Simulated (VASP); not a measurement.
## KCl: equation of state with PBEsol

KCl:

```
K Cl
1.0
     3.83920    0.00000    0.00000
     0.00000    3.83920    0.00000
     0.00000    0.00000    3.83920
K Cl
1 1
Cartesian
  0.0000 0.0000 0.0000
  1.9196 1.9196 1.9196
```

Measurements of this composition are mostly on another form, of space group No. 225.

```yaml
Program: VASP 6.6.1
Task: equation of state
Functional: PBEsol
Potentials_or_basis: VASP PAW PBE potentials, release 64 (K_sv, Cl)
Cutoff: 520 eV
k_mesh: 7 × 7 × 7
Occupations: fermi-dirac, width 0.05 eV
Spin: no spin polarisation
Ladder: free
Further_INCAR_settings: ALGO = Normal; EDIFF = 1e-07; NBANDS = 15
```

| Quantity | Value |
| --- | --- |
| Equilibrium volume | 26.22 Å³/atom (rough: see the caveat) |
| Bulk modulus | 22 GPa (rough) |

Energy against volume, from the lowest point:
| volume (Å³/atom) | energy (meV/atom) |
| --- | --- |
| 26.596 | 0.00 |
| 27.162 | 1.78 |
| 27.728 | 4.91 |
| 28.294 | 9.24 |
| 28.860 | 14.58 |
| 29.426 | 20.85 |
| 29.991 | 27.93 |

All runs of the series together: 2.7 min on 1 thread of Intel(R) Xeon(R) Platinum 8375C CPU @ 2.90GHz (Ice Lake), with other jobs on the host.

Caveat: the minimum lies outside the volumes run; the PAW data sets were made with another functional, which shifts forces and pressure a little.
